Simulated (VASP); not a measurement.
Output of a VASP run:

**OUTCAR**
```
 ion  position               nearest neighbor table
   1  0.667  0.333  0.500-   4 2.16   4 2.16   4 2.16   3 2.17   2 3.52   2 3.52   2 3.52   2 3.52
                             2 3.52   2 3.52
   2  0.333  0.667  1.000-   3 2.16   3 2.16   3 2.16   4 2.17   1 3.52   1 3.52   1 3.52   1 3.52
                             1 3.52   1 3.52
   3  0.667  0.333  0.879-   2 2.16   2 2.16   2 2.16   1 2.17
   4  0.333  0.667  0.379-   1 2.16   1 2.16   1 2.16   2 2.17
  LATTYP: Found a hexagonal cell.
 ALAT       =     3.5498176071
 C/A-ratio  =     1.6127517945
 Subroutine PRICEL returns:
 Original cell was already a primitive cell.
 Subroutine GETGRP returns: Found 12 space group operations
The static configuration has the point symmetry C_3v.
 The point group associated with its full space group is C_6v.
The dynamic configuration has the point symmetry C_3v.
 Subroutine INISYM returns: Found 12 space group operations
 Subroutine IBZKPT returns following result:
 Found     56 irreducible k-points:

 Following reciprocal coordinates:
            Coordinates               Weight
  0.000000  0.000000  0.000000      1.000000
  0.100000  0.000000  0.000000      6.000000
  0.200000  0.000000  0.000000      6.000000
  0.300000  0.000000  0.000000      6.000000
  0.400000 -0.000000  0.000000      6.000000
  0.500000 -0.000000  0.000000      3.000000
  0.100000  0.100000  0.000000      6.000000
  0.200000  0.100000  0.000000     12.000000
  0.300000  0.100000  0.000000     12.000000
  0.400000  0.100000  0.000000     12.000000
  0.200000  0.200000  0.000000      6.000000
  0.300000  0.200000  0.000000     12.000000
  0.400000  0.200000  0.000000      6.000000
  0.300000  0.300000  0.000000      6.000000
  0.000000  0.000000  0.166667      2.000000
  0.100000  0.000000  0.166667     12.000000
  0.200000  0.000000  0.166667     12.000000
  0.300000  0.000000  0.166667     12.000000
  0.400000 -0.000000  0.166667     12.000000
  0.500000 -0.000000  0.166667      6.000000
  0.100000  0.100000  0.166667     12.000000
  0.200000  0.100000  0.166667     24.000000
  0.300000  0.100000  0.166667     24.000000
  0.400000  0.100000  0.166667     24.000000
  0.200000  0.200000  0.166667     12.000000
  0.300000  0.200000  0.166667     24.000000
  0.400000  0.200000  0.166667     12.000000
  0.300000  0.300000  0.166667     12.000000
  0.000000  0.000000  0.333333      2.000000
  0.100000  0.000000  0.333333     12.000000
  0.200000  0.000000  0.333333     12.000000
  0.300000  0.000000  0.333333     12.000000
  0.400000 -0.000000  0.333333     12.000000
  0.500000 -0.000000  0.333333      6.000000
  0.100000  0.100000  0.333333     12.000000
  0.200000  0.100000  0.333333     24.000000
  0.300000  0.100000  0.333333     24.000000
  0.400000  0.100000  0.333333     24.000000
  0.200000  0.200000  0.333333     12.000000
  0.300000  0.200000  0.333333     24.000000
   k-points           NKPTS =     56   k-points in BZ     NKDIM =     56   number of bands    NBANDS=     22
   number of dos      NEDOS =    301   number of ions     NIONS =      4
   total plane-waves  NPLWV =  37632
   dimension x,y,z NGX =    28 NGY =   28 NGZ =   48
   dimension x,y,z NGXF=    56 NGYF=   56 NGZF=   96
   ions per type =               2   2
   PREC   = accura    normal or accurate (medium, high low for compatibility)
   ISTART =      0    job   : 0-new  1-cont  2-samecut
   ICHARG =      2    charge: 1-file 2-atom 10-const
   ISPIN  =      1    spin polarized calculation?
   LNONCOLLINEAR =      F non collinear calculations
   LSORBIT =      F    spin-orbit coupling
   INIWAV =      1    electr: 0-lowe 1-rand  2-diag
   ENCUT  =  520.0 eV  38.22 Ry    6.18 a.u.   6.60  6.60 10.64*2*pi/ulx,y,z
   NELM   =    100;   NELMIN=  2; NELMDL= -5     # of ELM steps
   EDIFF  = 0.1E-06   stopping-criterion for ELM
   LREAL  =      F    real-space projection
   NLSPLINE    = F    spline interpolate recip. space projectors
...
```

### OSZICAR
```
       N       E                     dE             d eps       ncg     rms          rms(c)
DAV:   1     0.350271456470E+03    0.35027E+03   -0.18306E+04  2464   0.228E+03
DAV:   2     0.213731229134E+02   -0.32890E+03   -0.32085E+03  2572   0.487E+02
DAV:   3    -0.244283092387E+02   -0.45801E+02   -0.45045E+02  3364   0.186E+02
DAV:   4    -0.259050388912E+02   -0.14767E+01   -0.14723E+01  3012   0.360E+01
DAV:   5    -0.259511596662E+02   -0.46121E-01   -0.46101E-01  3218   0.600E+00    0.143E+01
DAV:   6    -0.213096781891E+02    0.46415E+01   -0.20658E+01  4254   0.606E+01    0.113E+01
DAV:   7    -0.214298738396E+02   -0.12020E+00   -0.22733E+00  2570   0.127E+01    0.334E+00
DAV:   8    -0.213977477227E+02    0.32126E-01   -0.23437E-01  3906   0.537E+00    0.182E+00
DAV:   9    -0.213885158398E+02    0.92319E-02   -0.56495E-02  4020   0.344E+00    0.443E-01
DAV:  10    -0.213866754255E+02    0.18404E-02   -0.84760E-03  4010   0.130E+00    0.204E-01
DAV:  11    -0.213874353257E+02   -0.75990E-03   -0.68407E-03  4182   0.795E-01    0.183E-01
DAV:  12    -0.213870907122E+02    0.34461E-03   -0.16430E-03  3822   0.504E-01    0.311E-02
DAV:  13    -0.213871046165E+02   -0.13904E-04   -0.11721E-04  3130   0.873E-02    0.106E-02
DAV:  14    -0.213871039681E+02    0.64844E-06   -0.40633E-06  3844   0.219E-02    0.890E-03
DAV:  15    -0.213871041499E+02   -0.18177E-06   -0.48935E-07  2828   0.685E-03    0.506E-03
DAV:  16    -0.213871035902E+02    0.55962E-06   -0.29901E-06  3070   0.200E-02    0.120E-03
DAV:  17    -0.213871036386E+02   -0.48353E-07   -0.32385E-07  2502   0.386E-03
   1 F= -.21387104E+02 E0= -.21387192E+02  d E =-.213871E+02
       N       E                     dE             d eps       ncg     rms          rms(c)
DAV:   1    -0.213872448200E+02   -0.14123E-03   -0.56812E-03  2502   0.633E-01    0.686E-02
DAV:   2    -0.213871723018E+02    0.72518E-04   -0.30735E-04  3798   0.253E-01    0.385E-02
DAV:   3    -0.213871237496E+02    0.48552E-04   -0.56791E-05  3942   0.137E-01    0.103E-02
DAV:   4    -0.213871233180E+02    0.43157E-06   -0.18644E-05  3646   0.403E-02    0.814E-03
DAV:   5    -0.213871232940E+02    0.24015E-07   -0.14323E-06  2916   0.109E-02    0.128E-03
DAV:   6    -0.213871232515E+02    0.42485E-07   -0.17319E-07  1596   0.662E-03
   2 F= -.21387123E+02 E0= -.21387211E+02  d E =-.196129E-04
       N       E                     dE             d eps       ncg     rms          rms(c)
DAV:   1    -0.213871258701E+02   -0.25761E-05   -0.95603E-05  2510   0.823E-02    0.898E-03
DAV:   2    -0.213871246558E+02    0.12143E-05   -0.52652E-06  3798   0.326E-02    0.517E-03
DAV:   3    -0.213871238011E+02    0.85477E-06   -0.85606E-07  3354   0.175E-02    0.137E-03
DAV:   4    -0.213871237831E+02    0.18001E-07   -0.37053E-07  1746   0.597E-03
   3 F= -.21387124E+02 E0= -.21387212E+02  d E =-.201445E-04
```

### OUTCAR
```
------------------------ aborting loop because EDIFF is reached ----------------------------------------
  FORCE on cell =-STRESS in cart. coord.  units (eV):
  Direction    XX          YY          ZZ          XY          YZ          ZX
  --------------------------------------------------------------------------------------
  Total        1.5089369      1.5089370      1.5068097      0.0000000      0.0000000      0.0000000
  in kB       38.6959389     38.6959408     38.6413880      0.0000000      0.0000000      0.0000000
  external PRESSURE =      38.6777559 kB  Pullay stress =       0.0000000 kB
  volume of cell :       62.48
      direct lattice vectors                 reciprocal lattice vectors
     1.774433394 -3.073408867  0.000000000     0.281780089 -0.162685806  0.000000000
     1.774433394  3.073408867 -0.000000000     0.281780089  0.162685806 -0.000000000
     0.000000000  0.000000000  5.728042614     0.000000000  0.000000000  0.174579707
 POSITION                                       TOTAL-FORCE (eV/Angst)
 -----------------------------------------------------------------------------------
      1.77443     -1.02447      2.86317         0.000000     -0.000000      0.009106
      1.77443      1.02447      5.72720         0.000000      0.000000      0.009106
      1.77443     -1.02447      5.03580        -0.000000      0.000000     -0.009106
      1.77443      1.02447      2.17178        -0.000000     -0.000000     -0.009106
 -----------------------------------------------------------------------------------
    total drift:                               -0.000000      0.001520      0.000051
  FREE ENERGIE OF THE ION-ELECTRON SYSTEM (eV)
  ---------------------------------------------------
  free  energy   TOTEN  =       -21.3871237831 eV

  energy  without entropy=      -21.3873874145  energy(sigma->0) =      -21.38721166

 reached required accuracy - stopping structural energy minimisation
```
(Selected blocks of OUTCAR.)

### POSCAR
```
InN
1
    1.7749087721    -3.0742322447     0.0000000000
    1.7749087721     3.0742322447     0.0000000000
    0.0000000000     0.0000000000     5.7249747161
In N
2 2
Direct
  0.6666670000   0.3333330000   0.4998532939
  0.3333330000   0.6666670000   0.9998532939
  0.6666670000   0.3333330000   0.8791467061
  0.3333330000   0.6666670000   0.3791467061
```

Question: Reconstruct the remaining input files.

Answer: One answer among several that fit: the input of the run itself, PBE GGA, plane waves, VASP's PBE PAW potentials (set 64).

File KPOINTS:
```
Automatic mesh
0
Gamma
10 10 6
0 0 0
```

INCAR:
```
ALGO = Normal   # blocked Davidson
ENCUT = 520
ISIF = 4
LASPH = .TRUE.   # aspherical one-centre terms
IBRION = 2   # conjugate gradients
EDIFFG = -0.01   # ionic stop
EDIFF = 1E-7
LWAVE = .FALSE.
LREAL = .FALSE.   # projection in real space or not
ISMEAR = 1   # Methfessel-Paxton
NELM = 100
PREC = Accurate
GGA = PE
NSW = 30
LCHARG = .FALSE.
SIGMA = 0.1   # width (eV)
SYSTEM = InN
LMAXMIX = 4
```

POTCAR, in this order: In_d N (PBE.64 set). Program: vasp_std.

The compound is InN in the wurtzite structure. This cell is one point of a volume scan, at 0.97 of the reference volume. Symmetry was kept, so distortions that lower it aren't found.
